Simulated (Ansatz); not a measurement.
Basis-set extrapolation for C3H6O (`C[C](C)[O]`) (triplet) (PBE0-D4/def2-TZVP geometry, frozen core, Ansatz). Multiplicity 3, UHF reference.

```json
{"": "HF", "def2-TZVPP": "-191.955833", "def2-QZVPP": "-191.964861"}
{"": "MP2 correlation", "def2-TZVPP": "-0.679189", "def2-QZVPP": "-0.728230"}
{"": "CCSD(T) correlation", "def2-TZVPP": "-0.756504", "def2-QZVPP": "not run"}
```

Energies in hartree. Use E(X) = E(∞) + A·exp(−7.88·√X) for Hartree–Fock and E(X) = E(∞) + B·X^(−2.97) for correlation, with X = 3 and 4, and add CCSD(T) minus MP2 of the smaller set to the MP2 limit.

Question: What is the CCSD(T) energy at the basis-set limit?

Answer: HF limit: -191.964861 + (-0.009028) × 0.13774 = -191.96610. MP2 limit: -0.728230 + (-0.049041) × 0.74074 = -0.76456. Higher-order term: -0.756504 − (-0.679189) = -0.07731. Total: -192.80797 hartree, 2.60 eV below CCSD(T)/def2-TZVPP.
